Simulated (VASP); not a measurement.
# Pt in VASP: further runs

One slab, Pt, is run at these levels: PBEsol, PBE; tasks: relaxation of the atoms.

Program: VASP 6.6.1. These are calculated values, not measurements. Logs are shortened: lines on timing, memory, paths and dates and some standing lists are left out, and cuts for length are marked.

### 1 The slab as given

The cell holds a slab with vacuum, 9 atoms: a = 2.775 Å, b = 2.775 Å, c = 30.696 Å, α = 90.00°, β = 90.00°, γ = 90.00°.

The slab is cut from a database's or a generator's crystal, which needn't be the stable form of the element.

### 2 Relaxation of the atoms, PBEsol

Contents of INCAR:

```
SYSTEM = Pt
  PREC = Accurate
  ENCUT = 350
  EDIFF = 1E-6
  ISMEAR = -1
  SIGMA = 0.05
  LREAL = .False.
  LASPH = .True.
  NELM = 100
  ALGO = Normal
  ISIF = 2
  LWAVE = .False.
  LCHARG = .False.
  GGA = PS
  IBRION = 2
  NSW = 60
  EDIFFG = -0.01
```

Contents of KPOINTS:

```
regular mesh
0
Gamma
  13 13 1
  0 0 0
```

Contents of POSCAR:

```
Pt
1.0
    2.7746870094      0.0000000000      0.0000000000
    0.0000000000      2.7746870094      0.0000000000
    0.0000000000      0.0000000000     30.6960000000
Pt
9
Direct
    0.0000000000      0.0000000000      0.2443315090
    0.5000000000      0.5000000000      0.3082486317
    0.0000000000      0.0000000000      0.3721657545
    0.5000000000      0.5000000000      0.4360828772
    0.0000000000      0.0000000000      0.5000000000
    0.5000000000      0.5000000000      0.5639171228
    0.0000000000      0.0000000000      0.6278342455
    0.5000000000      0.5000000000      0.6917513683
    0.0000000000      0.0000000000      0.7556684910
```

Potentials or basis: VASP PAW PBE potentials, release 64 (Pt).

Command:

```console
cat potpaw_PBE.64/Pt/POTCAR > POTCAR
mpirun -np 1 vasp_std > vasp.out
```

OUTCAR:

```text
SYSTEM = Pt
   PREC = Accurate
   ENCUT = 350
   EDIFF = 1E-6
   ISMEAR = -1
   LREAL = .False.
   LASPH = .True.
   NELM = 100
   ISIF = 2
   GGA = PS
   IBRION = 2
   NSW = 60
   EDIFFG = -0.01

 ion  position               nearest neighbor table
   1  0.000  0.000  0.244-   2 2.77   2 2.77   2 2.77   2 2.77
   2  0.500  0.500  0.308-   1 2.77   1 2.77   1 2.77   1 2.77   3 2.77   3 2.77   3 2.77   3 2.77

   3  0.000  0.000  0.372-   4 2.77   4 2.77   4 2.77   4 2.77   2 2.77   2 2.77   2 2.77   2 2.77

   4  0.500  0.500  0.436-   3 2.77   3 2.77   3 2.77   3 2.77   5 2.77   5 2.77   5 2.77   5 2.77
[... 5 lines left out ...]
   7  0.000  0.000  0.628-   6 2.77   6 2.77   6 2.77   6 2.77   8 2.77   8 2.77   8 2.77   8 2.77

   8  0.500  0.500  0.692-   9 2.77   9 2.77   9 2.77   9 2.77   7 2.77   7 2.77   7 2.77   7 2.77

   9  0.000  0.000  0.756-   8 2.77   8 2.77   8 2.77   8 2.77

  LATTYP: Found a simple tetragonal cell.
 ALAT       =     2.7746870094
 C/A-ratio  =    11.0628693961

  Lattice vectors:

 A1 = (   2.7746870094,   0.0000000000,   0.0000000000)
 A2 = (   0.0000000000,   2.7746870094,   0.0000000000)
 A3 = (   0.0000000000,   0.0000000000,  30.6960000000)

Analysis of symmetry for initial positions (statically):
=====================================================================
 Subroutine PRICEL returns:
 Original cell was already a primitive cell.

 Routine SETGRP: Setting up the symmetry group for a
 simple tetragonal supercell.

 Subroutine GETGRP returns: Found 16 space group operations
 (whereof 16 operations were pure point group operations)
 out of a pool of 16 trial point group operations.

The static configuration has the point symmetry D_4h.

Analysis of symmetry for dynamics (positions and initial velocities):
=====================================================================
 Subroutine PRICEL returns:
 Original cell was already a primitive cell.

 Routine SETGRP: Setting up the symmetry group for a
 simple tetragonal supercell.

 Subroutine GETGRP returns: Found 16 space group operations
 (whereof 16 operations were pure point group operations)
 out of a pool of 16 trial point group operations.

The dynamic configuration has the point symmetry D_4h.

 Subroutine INISYM returns: Found 16 space group operations
 (whereof 16 operations are pure point group operations),
 and found     1 'primitive' translations

----------------------------------------------------------------------------------------

                                     Primitive cell

  volume of cell :     236.3251

  direct lattice vectors                    reciprocal lattice vectors
     2.774687009  0.000000000  0.000000000     0.360401010  0.000000000  0.000000000
     0.000000000  2.774687009  0.000000000     0.000000000  0.360401010  0.000000000
     0.000000000  0.000000000 30.696000000     0.000000000  0.000000000  0.032577535

  length of vectors
     2.774687009  2.774687009 30.696000000     0.360401010  0.360401010  0.032577535

  position of ions in fractional coordinates (direct lattice)
     0.000000000  0.000000000  0.244331509
     0.500000000  0.500000000  0.308248632
     0.000000000  0.000000000  0.372165755
     0.500000000  0.500000000  0.436082877
     0.000000000  0.000000000  0.500000000
     0.500000000  0.500000000  0.563917123
     0.000000000  0.000000000  0.627834245
     0.500000000  0.500000000  0.691751368
     0.000000000  0.000000000  0.755668491

  ion indices of the primitive-cell ions
   primitive index   ion index
                 1           1
                 2           2
                 3           3
                 4           4
                 5           5
                 6           6
                 7           7
                 8           8
                 9           9

----------------------------------------------------------------------------------------

 KPOINTS: regular mesh

Automatic generation of k-mesh.
 Grid dimensions read from file:
 generate k-points for:   13   13    1

 Generating k-lattice:

  Cartesian coordinates                     Fractional coordinates (reciprocal lattice)
     0.027723155  0.000000000  0.000000000     0.076923077  0.000000000  0.000000000
     0.000000000  0.027723155  0.000000000     0.000000000  0.076923077  0.000000000
     0.000000000  0.000000000  0.032577535     0.000000000  0.000000000  1.000000000

  Length of vectors
     0.027723155  0.027723155  0.032577535

  Shift w.r.t. Gamma in fractional coordinates (k-lattice)
     0.000000000  0.000000000  0.000000000

 Subroutine IBZKPT returns following result:
 ===========================================

 Found     28 irreducible k-points:

 Following reciprocal coordinates:
            Coordinates               Weight
  0.000000  0.000000  0.000000      1.000000
  0.076923  0.000000  0.000000      4.000000
  0.153846  0.000000  0.000000      4.000000
  0.230769  0.000000  0.000000      4.000000
  0.307692  0.000000  0.000000      4.000000
  0.384615  0.000000  0.000000      4.000000
[... 16 lines left out ...]
  0.307692  0.307692  0.000000      4.000000
  0.384615  0.307692  0.000000      8.000000
 [... further k-points ...]
   k-points           NKPTS =     28   k-points in BZ     NKDIM =     28   number of bands    NBANDS=     54
   number of dos      NEDOS =    301   number of ions     NIONS =      9
   total plane-waves  NPLWV =  62208
   dimension x,y,z NGX =    18 NGY =   18 NGZ =  192
   dimension x,y,z NGXF=    36 NGYF=   36 NGZF=  384
   ions per type =               9
   NGX,Y,Z   is equivalent  to a cutoff of  10.78, 10.78, 10.40 a.u.
   NGXF,Y,Z  is equivalent  to a cutoff of  21.57, 21.57, 20.80 a.u.
 SYSTEM =  Pt
   PREC   = accura    normal or accurate (medium, high low for compatibility)
   ISTART =      0    job   : 0-new  1-cont  2-samecut
   ICHARG =      2    charge: 1-file 2-atom 10-const
   ISPIN  =      1    spin polarized calculation?
   LNONCOLLINEAR =      F non collinear calculations
   LSORBIT =      F    spin-orbit coupling
   LASPH  =      T    aspherical Exc in radial PAW
   ENCUT  =  350.0 eV  25.72 Ry    5.07 a.u.   4.23  4.23 46.82*2*pi/ulx,y,z
   NELM   =    100;   NELMIN=  2; NELMDL= -5     # of ELM steps
   EDIFF  = 0.1E-05   stopping-criterion for ELM
   LREAL  =      F    real-space projection
   EDIFFG = -.1E-01   stopping-criterion for IOM
   NSW    =     60    number of steps for IOM
   IBRION =      2    ionic relax: 0-MD 1-quasi-New 2-CG
   NFREE  =      1    steps in history (QN), initial steepest desc. (CG)
   ISIF   =      2    stress and relaxation
   ISYM   =      2    0-nonsym 1-usesym 2-fastsym
   POTIM  = 0.5000    time-step for ionic-motion
   TEBEG  =    0.0;   TEEND  =   0.0 temperature during run
   PSTRESS=    0.0 pullay stress
   NELECT =      90.0000    total number of electrons
   NUPDOWN=      -1.0000    fix difference up-down
   EMIN   =  10.00;   EMAX   =-10.00  energy-range for DOS
   EFERMI =   0.00;   METHOD = LEGACY
   ISMEAR =    -1;   SIGMA  =   0.05  broadening in eV -4-tet -1-fermi 0-gaus
   EFERMI_NEDOS =   21; number of points for ismear=-14 and -15
   IALGO  =     38    algorithm
   IMIX   =      4    mixing-type and parameters
     AMIX     =   0.40;   BMIX     =  1.00
     AMIX_MAG =   1.60;   BMIX_MAG =  1.00
  volume/ion in A,a.u.               =      26.26       177.20
  Fermi-wavevector in a.u.,A,eV,Ry     =   1.186640  2.242425 19.158568  1.408115
  Thomas-Fermi vector in A             =   2.322809
   LORBIT       =      0    0 simple, 1 ext, 2 COOP (PROOUT), +10 PAW based schemes
   GGA     = PS    functional components
   LHFCALC =     F    Hartree Fock is set to
   AEXX    =    0.0000 exact exchange contribution
   IVDW    =     0    specifies the selected vdW correction
   LEPSILON=     F    determine dielectric tensor
   LRPA    =     F    only Hartree local field effects (RPA)
 conjugate gradient relaxation of ions
 non-spin polarized calculation
  energy-cutoff  :      350.00
  volume of cell :      236.33
 maximum number of plane-waves:      3550
 NGX is ok and might be reduce to    18
   NGX =  9   NGY =  9   NGZ = 93

--------------------------------------- Ionic step        1  -------------------------------------------

 number of electron      89.9999975 magnetization

 Free energy of the ion-electron system (eV)
  ---------------------------------------------------
  ext. energy  EPLUGINS =         0.00000000
  ---------------------------------------------------
  free energy    TOTEN  =       -60.51115251 eV

  energy without entropy =      -60.35457796  energy(sigma->0) =      -60.43286524

------------------------ aborting loop because EDIFF is reached ----------------------------------------

  FORCE on cell =-STRESS in cart. coord.  units (eV):
  Direction    XX          YY          ZZ          XY          YZ          ZX
  --------------------------------------------------------------------------------------
  -------------------------------------------------------------------------------------
  Total       -6.6922615     -6.6922615     -3.7335243      0.0000000      0.0000000      0.0000000
  in kB      -45.3705141    -45.3705141    -25.3116107      0.0000000      0.0000000      0.0000000
  external PRESSURE =     -38.6842129 kB  Pullay stress =       0.0000000 kB
[... 110 lines left out ...]
  FREE ENERGIE OF THE ION-ELECTRON SYSTEM (eV)
  ---------------------------------------------------
  free  energy   TOTEN  =       -60.5354905686 eV

  energy  without entropy=      -60.3805167771  energy(sigma->0) =      -60.45800367

[... ionic steps 4 to 13 ...]

--------------------------------------- Ionic step       14  -------------------------------------------

 number of electron      89.9999973 magnetization

------------------------ aborting loop because EDIFF is reached ----------------------------------------
[... 81 lines left out ...]
--------------------------------------- Ionic step       16  -------------------------------------------

 number of electron      89.9999973 magnetization

 Free energy of the ion-electron system (eV)
  ---------------------------------------------------
  ext. energy  EPLUGINS =         0.00000000
  ---------------------------------------------------
  free energy    TOTEN  =       -60.54826320 eV

  energy without entropy =      -60.39374489  energy(sigma->0) =      -60.47100404

 E-fermi :   3.8896     XC(G=0):  -8.4099

 val. band max:        3.8879339415   @ k =   0.3846   0.0000   0.0000
 cond. band min:       3.8914040533   @ k =   0.0000   0.0000   0.0000
 fundamental gap:      0.0034701118
 Fermi energy:         3.8895661586

 k-point     1 :       0.0000    0.0000    0.0000
  band No.  band energies     occupation
      1      -6.3072      2.00000
      2      -5.8895      2.00000
      3      -5.1498      2.00000
      4      -4.2581      2.00000
      5      -3.4305      2.00000
      6      -3.1737      2.00000
[... 1357 lines left out ...]
     53       9.0858      0.00000
     54       9.5790      0.00000

 [... further k-points ...]
[... 5 lines left out ...]
  --------------------------------------------------------------------------------------
  -------------------------------------------------------------------------------------
  Total       -4.2931697     -4.2931697     -0.7296197      0.0000000      0.0000000     -0.0000000
  in kB      -29.1057536    -29.1057536     -4.9464921      0.0000000      0.0000000     -0.0000000
  external PRESSURE =     -21.0526664 kB  Pullay stress =       0.0000000 kB
[... 24 lines left out ...]
  FREE ENERGIE OF THE ION-ELECTRON SYSTEM (eV)
  ---------------------------------------------------
  free  energy   TOTEN  =       -60.5482632031 eV

  energy  without entropy=      -60.3937448853  energy(sigma->0) =      -60.47100404

 reached required accuracy - stopping structural energy minimisation
```

Run time: 49 min. Hardware: 1 thread of Intel Xeon Platinum 8375C at 2.90GHz (Ice Lake), shared host; peak memory 0.31 GiB.

What came out:

* Free energy: -60.5483 eV
* Energy gained by relaxing: 4.1 meV/atom
* Ionic steps: 16
* Largest force after relaxing: 0.010 eV/Å
* Band gap on the k mesh: none (metal or under the smearing width)

Forces in eV/Å, atoms in the order of the input:
```
Pt   0.000  0.000  0.010
Pt   0.000  0.000 -0.004
Pt   0.000  0.000 -0.003
Pt   0.000  0.000 -0.001
Pt   0.000  0.000  0.000
Pt   0.000  0.000  0.001
Pt   0.000  0.000  0.003
Pt   0.000  0.000  0.004
Pt   0.000  0.000 -0.010
```

Step by step:
| step | energy change (eV) | largest force (eV/Å) | pressure (GPa) |
| --- | --- | --- | --- |
| 1 | 0.0000 | 0.4774 | -3.87 |
| 2 | -0.0218 | 0.2227 | -3.49 |
| 3 | -0.0243 | 0.1731 | -3.29 |
| 4 | -0.0292 | 0.1088 | -3.12 |
| 5 | -0.0303 | 0.0766 | -3.01 |
| 6 | -0.0303 | 0.0885 | -2.99 |
| 7 | -0.0319 | 0.0576 | -2.90 |
| 8 | -0.0323 | 0.0612 | -2.84 |
| 9 | -0.0332 | 0.0530 | -2.76 |
| 10 | -0.0354 | 0.0437 | -2.53 |
| 11 | -0.0366 | 0.0777 | -2.05 |
| 12 | -0.0367 | 0.0727 | -2.17 |
| 13 | -0.0369 | 0.0414 | -2.09 |
| 14 | -0.0371 | 0.0207 | -2.12 |
| 15 | -0.0371 | 0.0213 | -2.13 |
| 16 | -0.0371 | 0.0099 | -2.11 |

Final structure:
```yaml
crystal:
  lattice:
    - [2.77469, 0.00000, 0.00000]
    - [0.00000, 2.77469, 0.00000]
    - [0.00000, 0.00000, 30.69600]
  atoms:
    - { symbol: Pt, position: [0.00000, 0.00000, 0.24753] }
    - { symbol: Pt, position: [0.50000, 0.50000, 0.30933] }
    - { symbol: Pt, position: [0.00000, 0.00000, 0.37267] }
    - { symbol: Pt, position: [0.50000, 0.50000, 0.43624] }
    - { symbol: Pt, position: [0.00000, 0.00000, 0.50000] }
    - { symbol: Pt, position: [0.50000, 0.50000, 0.56376] }
    - { symbol: Pt, position: [0.00000, 0.00000, 0.62733] }
    - { symbol: Pt, position: [0.50000, 0.50000, 0.69067] }
    - { symbol: Pt, position: [0.00000, 0.00000, 0.75247] }
```

Caveat: the PAW data sets were made with another functional, which shifts forces and pressure a little. The run has no spin-orbit coupling, so splittings on Pt are missing.

### 3 Relaxation of the atoms, PBE

Contents of INCAR:

```
ALGO = Normal
EDIFF = 1E-6
EDIFFG = -0.02
ENCUT = 350
GGA = PE
IBRION = 2
ISIF = 2
ISMEAR = -1
LASPH = T
LCHARG = F
LREAL = F
LWAVE = F
NELM = 80
NSW = 40
PREC = Accurate
SIGMA = 0.05
```

Contents of KPOINTS:

```
k-points
0
Gamma
  13 13 1
```

POSCAR is that of step 2.

Potentials or basis: VASP PAW PBE potentials, release 64 (Pt).

Command:

```console
cat potpaw_PBE.64/Pt/POTCAR > POTCAR
mpirun -np 1 vasp_std > vasp.out
```

Run time: 38 min. Hardware: 1 thread of Intel Xeon Platinum 8488C (Sapphire Rapids), shared host; peak memory 0.31 GiB.

Results (log left out):

* Free energy: -53.1433 eV
* Energy gained by relaxing: 7.2 meV/atom
* Ionic steps: 15
* Largest force after relaxing: 0.008 eV/Å
* Band gap on the k mesh: none (metal or under the smearing width)

Forces in eV/Å, atoms in the order of the input:
```
Pt   0.000  0.000 -0.002
Pt   0.000  0.000  0.000
Pt   0.000  0.000 -0.001
Pt   0.000  0.000  0.008
Pt   0.000  0.000  0.000
Pt   0.000  0.000 -0.008
Pt   0.000  0.000  0.001
Pt   0.000  0.000  0.000
Pt   0.000  0.000  0.002
```

Step by step:
```csv
step,energy change (eV),largest force (eV/Å),pressure (GPa)
1,0.0000,0.3170,1.98
2,-0.0081,0.1425,1.92
3,-0.0118,0.2397,1.87
4,-0.0180,0.2321,1.72
5,-0.0328,0.2103,1.29
6,-0.0465,0.2791,0.48
7,-0.0545,0.1850,0.20
8,-0.0628,0.0684,-0.29
9,-0.0568,0.2974,-1.18
10,-0.0641,0.0737,-0.55
11,-0.0641,0.0821,-0.58
12,-0.0646,0.0621,-0.68
13,-0.0650,0.0330,-0.83
14,-0.0651,0.0309,-0.88
15,-0.0652,0.0085,-0.87
```

Final structure:
```
CELL_PARAMETERS angstrom
2.77469 0.00000 0.00000
0.00000 2.77469 0.00000
0.00000 0.00000 30.69600
ATOMIC_POSITIONS crystal
Pt 0.00000 0.00000 0.23903
Pt 0.50000 0.50000 0.30304
Pt 0.00000 0.00000 0.36853
Pt 0.50000 0.50000 0.43419
Pt 0.00000 0.00000 0.50000
Pt 0.50000 0.50000 0.56581
Pt 0.00000 0.00000 0.63147
Pt 0.50000 0.50000 0.69696
Pt 0.00000 0.00000 0.76097
```

Levels at points of the mesh, in eV from the Fermi level:
```tsv
k point	band 43	band 44	band 45	band 46	band 47	band 48	band 49	band 50
(0.00, 0.00, 0.00)	-0.36	-0.36	-0.33	-0.11	-0.10	0.09	0.10	0.12
```
